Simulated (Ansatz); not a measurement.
# Mn: reading a single point

```
Mn
1.0
    -1.53537    1.53537    1.53537
     1.53537   -1.53537    1.53537
     1.53537    1.53537   -1.53537
Mn
1
Cartesian
  0.0000 0.0000 0.0000
```

Single point in Ansatz 0.2.0 with r2SCAN, no spin polarisation. Cutoff 500 eV, PAW datasets, 15×15×15 Γ-centred k mesh, fermi-dirac filling (width 0.1 eV).

(1) What does the stress say?

(2) What do density and ELF say about some of the short contacts?

(3) Is there a gap?

Origin: a known structure type with other elements, at an estimated volume, so it need not be a known compound. Caveats: no spin polarisation, so a magnetic state may lie lower; atoms or cell far from equilibrium.

Answers

(1) The pressure is -47.0 GPa (compression positive), so with the atoms held at these fractions the cell would first shrink.

(2) Mn–Mn at 2.66 Å: least valence density 0.28 e/Å³ and ELF 0.33 there. These are pseudo-fields; inside the PAW spheres they differ from the all-electron ones.

(3) It is a metal, with about 2.7 states/eV a cell as the mean within 0.25 eV of the Fermi level, mostly Mn d (99 %).
